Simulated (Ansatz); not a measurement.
# Ag (P6_3/mmc) in Ansatz: notebook

The runs below take Ag through single point, equation of state, with LDA.

Everything below comes from runs of Ansatz 0.2.0. Logs are shortened: lines on timing, memory, paths and dates and some standing lists are left out, and cuts for length are marked.

## (1) The structure

Symmetry: P6_3/mmc, No. 194, hexagonal system. The conventional cell has a = 2.930 Å, b = 2.930 Å, c = 4.790 Å, α = 90.00°, β = 90.00°, γ = 120.00°. Around Ag (site symmetry -6m2) lie 12 Ag at 2.93 Å.

This isn't the form of Ag at room conditions, which is fcc.

## (2) Single point, LDA, 16.74 Å³/atom (volume scaled by 0.94)

File input.yaml:

```yaml
crystal:
  lattice:
    - [2.8701872985, 0.0, 0.0]
    - [-1.4350936493, 2.4856551142, 0.0]
    - [0.0, 0.0, 4.6922174607]
  atoms:
    - { symbol: Ag, position: [0.6666666667, 0.3333333333, 0.75] }
    - { symbol: Ag, position: [0.3333333333, 0.6666666667, 0.25] }
hamiltonian:
  xc: lda
  pseudopotentials: { kind: paw }
kpoints:
  mp_grid: { grid: [10, 10, 6] }
scf:
  occupations: { method: fermi_dirac, width: 0.05 }
output:
  forces: true
  stress: true
  eigenvalues: true
```

Potentials or basis: Ansatz PAW.

Run with:

```console
> ansatz run input.yaml --threads 2 --pin off --max-ram 5632MiB --backend cpu --events-out ev --progress --plain --runs-dir out
```

Output:

```text
Warning: RAYON_NUM_THREADS=2 ignored (pool sized by the plan → 2); use --threads N
Engine: ansatz 0.2.0, aarch64-unknown-linux-gnu
Pseudopotentials: kind: paw
Pseudopotential: Ag, paw, valence charge 19, recommended cutoff 420 eV (normal), Ag.paw.azcp
Functional definition: SPW92
  exchange = slater_x
  correlation = pw_c
Crystal: 2 atoms, lattice volume = 33.476 Å³
Basis set: ecut = 420 eV, 663 PW (Γ)
Bands: 23, of which v1, the nominal top of the filled ones, is band 19 counted from 1 (18 counted from 0)
Symmetry: 24 space group operations
Space group: P63/mmc (ITA 194), of the structure as read, at distance tolerance 3.2e-5 Å
k-points: 56 of 600
Non-local potential: Ag, projectors of the file, l = 0: 3, l = 1: 2, l = 2: 2, l = 3: 1
PAW form: soft (Blöchl's): semilocal exchange-correlation on the pseudo side does not see the compensation charge
PAW frozen core: Ag, regenerated for the run's functional, and the local potential with it (the file was generated under x = pbe(κ = 0.804, μ = 0.2195149727645171), c = pbe(β = 0.06672455060314922))
PAW one-centre angular grid: Ag, 590 points (default); XC on 64 Gauss nodes
Initial density: superposition of atomic densities (neutral atoms: chi_scale 0, normalization atom), corrected by the library's trained network
Initial wavefunctions: pseudopotential atomic-orbital guess
Functional: x = slater, c = lda
SCF iter   1: F=—  HF=-14916.272578 eV  |F-HF|=—  |Δ(HF+E_count)|=         —  Δρ=1.35e-2  dr2=5.04e-2  ethr=1.77e-3  ⟨swp⟩=4.7  Hψ=4811  notcnv=0
preconditioner: auto → none  [insulator: Δε(μ)=0.240 eV  Ē_g=11.317 eV  σ=0.050 eV  W_gap=0.75  n_scr=10 (ndim 8)  ℏωp=30.1 eV  f_vac=0.000  D(μ)=0.73/eV (n_scr^D=2)  ε∞_Penn≈8.1]
SCF iter   2: F=—  HF=-14916.257974 eV  |F-HF|=—  |Δ(HF+E_count)|=   1.46e-2  Δρ=3.34e-3  dr2=7.65e-4  ethr=1.33e-4  ⟨swp⟩=2.3  Hψ=2585  notcnv=0  defer=8
SCF iter   3: F=—  HF=-14916.257747 eV  |F-HF|=—  |Δ(HF+E_count)|=   2.26e-4  Δρ=1.48e-3  dr2=1.62e-4  ethr=2.01e-6  ⟨swp⟩=2.4  Hψ=2366  notcnv=0  defer=8
SCF iter   4: F=—  HF=-14916.257716 eV  |F-HF|=—  |Δ(HF+E_count)|=   3.13e-5  Δρ=6.21e-4  dr2=2.97e-5  ethr=4.26e-7  ⟨swp⟩=1.0  Hψ=1280  notcnv=0  defer=8
SCF iter   5: F=—  HF=-14916.257697 eV  |F-HF|=—  |Δ(HF+E_count)|=   1.94e-5  Δρ=1.29e-4  dr2=1.34e-6  ethr=7.82e-8  ⟨swp⟩=1.1  Hψ=1284  notcnv=0  defer=8
SCF iter   6: F=-14916.257696 eV  HF=-14916.257696 eV  |F-HF|=4.40e-9  |Δ(HF+E_count)|=   3.41e-7  Δρ=1.25e-5  dr2=1.23e-8  ethr=2.63e-10  ⟨swp⟩=4.6  Hψ=4922  notcnv=0
SCF 1 converged in 6 iterations: F = -14916.257696 eV  dr2 = 1.23e-8
SCF converged after 6 iterations
Free energy (F): -14916.257696 eV
Harris-Foulkes:  -14916.257696 eV  (|F-HF|=4.40e-9)
Internal energy: -14916.251739 eV  (E = F + TS)
E sigma→0 (E₀):  -14916.254718 eV
Entropy (-TS):   -0.005957 eV (-2.979 meV/atom)
Fermi energy:    17.355339 eV
--- Per-component energies (eV) ---
  E_band       = -465.885293
  E_kinetic    = 1055.381973
  E_local      = -4338.703054  (includes V_loc(G=0)·N_el)
  E_nonlocal   = 172.786230
  E_hartree    = 1970.241813
  E_xc         = -367.767966
  E_vxc        = -469.739551  (∫ρ·V_xc dr)
  E_paw        = -7540.401771  (= ΣΔE_a)
  E_vpaw       = -826.098858  (= ΣTr[D̂ρ^β])
  E_aug_tail   = 0.000532  (compensation charges beyond the density's cutoff)
  E_ewald      = -5869.239111
  E_core_change = 1.449615  (= ΣΔE_core)
  E_smearing   = -0.005957  (= −TS)
  E_closure    = -0.000000  (closes the sum)
  Σ components = -14916.257696   (vs F -14916.257696, Δ=0.00e0)
--- Forces (eV/Å), atoms counted from 1 ---
  atom   1  Ag     0.00000000    -0.00000000     0.00000000
  atom   2  Ag     0.00000000     0.00000000     0.00000000
  max |Σ_I F_I| component: 2.31e-18 eV/Å
--- Stress (GPa, compression-positive) ---
       -4.702340      -0.000000       0.000000
       -0.000000      -4.702340       0.000000
        0.000000       0.000000      -5.329042
  P = ⅓ Tr σ = -4.9112 GPa (-49.112 kbar)
--- Band table (eV; the first three rows and the last of 56) ---
  k-point 0: bands = ["-74.4051", "-74.3864", "-38.0352", "-37.8802", "-37.8802", "-37.8573", "-37.8534", "-37.8534", "9.3715", "10.8656", "12.5492", "12.6555", "12.6555", "12.9060", "12.9060", "13.2779", "13.2779", "14.3419", "14.3419", "16.8647", "20.9961", "33.0107", "34.8491"]
  k-point 1: bands = ["-74.4039", "-74.3876", "-38.0234", "-37.8784", "-37.8784", "-37.8693", "-37.8552", "-37.8552", "9.5909", "10.9077", "12.5044", "12.6018", "12.6018", "12.8469", "12.8469", "13.4232", "13.4232", "14.3183", "14.3183", "15.7000", "22.5295", "32.7171", "34.4999"]
  k-point 2: bands = ["-74.4004", "-74.3911", "-37.9911", "-37.9021", "-37.8735", "-37.8735", "-37.8601", "-37.8601", "10.1846", "10.9764", "12.4504", "12.5549", "12.5549", "12.7151", "12.7151", "13.7189", "13.7189", "13.9572", "14.2190", "14.2190", "25.3982", "31.4845", "33.3979"]
  k-point 55: bands = ["-74.3818", "-74.3818", "-38.0015", "-38.0015", "-37.9566", "-37.9566", "-37.8928", "-37.8928", "11.6355", "11.6355", "12.1754", "12.1754", "12.7171", "12.7171", "13.3430", "13.3430", "14.4160", "14.4160", "20.5268", "20.5268", "23.5708", "23.5708", "23.9033"]
```

Run time: 1.2 s. Hardware: 2 threads of Arm Neoverse V1, shared host; peak memory 0.29 GiB.

What came out:

* Free energy: -14916.2577 eV
* Pressure: -4.9 GPa
* Band gap on the k mesh: none (metal or under the smearing width)

Caveat: the PAW data sets come from PBE, with cores solved anew for the run's functional, which leaves a small shift of forces and pressure.

## (3) Single point, LDA, 17.09 Å³/atom (volume scaled by 0.96)

input.yaml: that of step 2 with these lines changed.

```diff
@@ -2,5 +2,5 @@
   lattice:
-    - [2.8701872985, 0.0, 0.0]
-    - [-1.4350936493, 2.4856551142, 0.0]
-    - [0.0, 0.0, 4.6922174607]
+    - [2.8904005511, 0.0, 0.0]
+    - [-1.4452002756, 2.5031603044, 0.0]
+    - [0.0, 0.0, 4.7252623344]
   atoms:
```

Potentials or basis: Ansatz PAW.

Run with:

```console
> ansatz run input.yaml --threads 2 --pin off --max-ram 5632MiB --backend cpu --events-out ev --progress --plain --runs-dir out
```

Wall time 1.2 s (2 threads of Arm Neoverse V1, shared host); peak memory 0.29 GiB.

The run converged. Its results:

| Item | Value |
| --- | --- |
| Free energy | -14916.2310 eV |
| Pressure | -7.1 GPa |
| Band gap on the k mesh | none (metal or under the smearing width) |

Caveat: the PAW data sets come from PBE, with cores solved anew for the run's functional, which leaves a small shift of forces and pressure.

## (4) Single point, LDA, 17.45 Å³/atom (volume scaled by 0.98)

input.yaml: that of step 3 with these lines changed.

```diff
@@ -2,5 +2,5 @@
   lattice:
-    - [2.8904005511, 0.0, 0.0]
-    - [-1.4452002756, 2.5031603044, 0.0]
-    - [0.0, 0.0, 4.7252623344]
+    - [2.910334978, 0.0, 0.0]
+    - [-1.455167489, 2.5204240244, 0.0]
+    - [0.0, 0.0, 4.7578513803]
   atoms:
```

Run with:

```console
> ansatz run input.yaml --threads 2 --pin off --max-ram 5632MiB --backend cpu --events-out ev --progress --plain --runs-dir out
```

Wall time 1.3 s (2 threads of Arm Neoverse V1, shared host); peak memory 0.29 GiB.

Results (log left out):

| Item | Value |
| --- | --- |
| Free energy | -14916.1955 eV |
| Pressure | -8.9 GPa |
| Band gap on the k mesh | none (metal or under the smearing width) |

Caveat: the PAW data sets come from PBE, with cores solved anew for the run's functional, which leaves a small shift of forces and pressure.

## (5) Single point, LDA, 17.81 Å³/atom

input.yaml: that of step 4 with these lines changed.

```diff
@@ -2,5 +2,5 @@
   lattice:
-    - [2.910334978, 0.0, 0.0]
-    - [-1.455167489, 2.5204240244, 0.0]
-    - [0.0, 0.0, 4.7578513803]
+    - [2.93, 0.0, 0.0]
+    - [-1.465, 2.5374544331, 0.0]
+    - [0.0, 0.0, 4.79]
   atoms:
```

Run with:

```console
> ansatz run input.yaml --threads 2 --pin off --max-ram 5632MiB --backend cpu --events-out ev --progress --plain --runs-dir out
```

Wall time 1.6 s (2 threads of Arm Neoverse V1, shared host); peak memory 0.3 GiB.

Results (log left out):

* Free energy: -14916.1523 eV
* Pressure: -10.5 GPa
* Band gap on the k mesh: none (metal or under the smearing width)

Caveat: the PAW data sets come from PBE, with cores solved anew for the run's functional, which leaves a small shift of forces and pressure.

## (6) Single point, LDA, 18.16 Å³/atom (volume scaled by 1.02)

input.yaml: that of step 5 with these lines changed.

```diff
@@ -2,5 +2,5 @@
   lattice:
-    - [2.93, 0.0, 0.0]
-    - [-1.465, 2.5374544331, 0.0]
-    - [0.0, 0.0, 4.79]
+    - [2.949404539, 0.0, 0.0]
+    - [-1.4747022695, 2.5542592568, 0.0]
+    - [0.0, 0.0, 4.8217227788]
   atoms:
```

Potentials or basis: Ansatz PAW.

Run with:

```console
> ansatz run input.yaml --threads 2 --pin off --max-ram 5632MiB --backend cpu --events-out ev --progress --plain --runs-dir out
```

Wall time 1.3 s (2 threads of Arm Neoverse V1, shared host); peak memory 0.3 GiB.

It converged, with:

| Property | Result |
| --- | --- |
| Free energy | -14916.1027 eV |
| Pressure | -11.8 GPa |
| Band gap on the k mesh | none (metal or under the smearing width) |

Caveat: the PAW data sets come from PBE, with cores solved anew for the run's functional, which leaves a small shift of forces and pressure.

## (7) Single point, LDA, 18.52 Å³/atom (volume scaled by 1.04)

input.yaml: that of step 6 with these lines changed.

```diff
@@ -2,5 +2,5 @@
   lattice:
-    - [2.949404539, 0.0, 0.0]
-    - [-1.4747022695, 2.5542592568, 0.0]
-    - [0.0, 0.0, 4.8217227788]
+    - [2.9685570532, 0.0, 0.0]
+    - [-1.4842785266, 2.5708458207, 0.0]
+    - [0.0, 0.0, 4.8530335443]
   atoms:
@@ -19 +19,5 @@
   eigenvalues: true
+  write_density: true
+  write_potential: true
+  elf: true
+  volumetric_format: npy
```

Run with:

```console
> ansatz run input.yaml --threads 2 --pin off --max-ram 5632MiB --backend cpu --events-out ev --progress --plain --runs-dir out
```

It took 1.8 s on 2 threads of Arm Neoverse V1, shared host; peak memory 0.31 GiB.

The run converged. Its results:

```yaml
Free_energy: -14916.0474 eV
Pressure: -13.0 GPa
Band_gap_on_the_k_mesh: none (metal or under the smearing width)
```

Caveat: the PAW data sets come from PBE, with cores solved anew for the run's functional, which leaves a small shift of forces and pressure.

## (8) Single point, LDA, 18.87 Å³/atom (volume scaled by 1.06)

input.yaml: that of step 7 with these lines changed.

```diff
@@ -2,5 +2,5 @@
   lattice:
-    - [2.9685570532, 0.0, 0.0]
-    - [-1.4842785266, 2.5708458207, 0.0]
-    - [0.0, 0.0, 4.8530335443]
+    - [2.9874655697, 0.0, 0.0]
+    - [-1.4937327848, 2.5872210763, 0.0]
+    - [0.0, 0.0, 4.8839454194]
   atoms:
@@ -19,5 +19 @@
   eigenvalues: true
-  write_density: true
-  write_potential: true
-  elf: true
-  volumetric_format: npy
```

Run with:

```console
> ansatz run input.yaml --threads 2 --pin off --max-ram 5632MiB --backend cpu --events-out ev --progress --plain --runs-dir out
```

It took 1.3 s on 2 threads of Arm Neoverse V1, shared host; peak memory 0.3 GiB.

It converged, with:

```
Free energy            : -14915.9875 eV
Pressure               : -14.0 GPa
Band gap on the k mesh : none (metal or under the smearing width)
```

Caveat: the PAW data sets come from PBE, with cores solved anew for the run's functional, which leaves a small shift of forces and pressure.

## (9) Equation of state, LDA

Potentials or basis: Ansatz PAW.

No new run: the results of the series are fitted here.

Results:

- Equilibrium volume: 16.08 Å³/atom (rough: see the caveat)
- Bulk modulus at fixed shape and positions: 137 GPa (rough)

Energy against volume, from the lowest point:
```
volume (Å³/atom)  energy (meV/atom)
          16.738               0.00
          17.094              13.35
          17.450              31.12
          17.806              52.69
          18.162              77.52
          18.518             105.13
          18.875             135.11
```

Caveat: the minimum lies outside the volumes run; the cell was scaled at fixed shape and fractional positions, which overstates the stiffness of a crystal with free parameters, most of all of layers and chains.
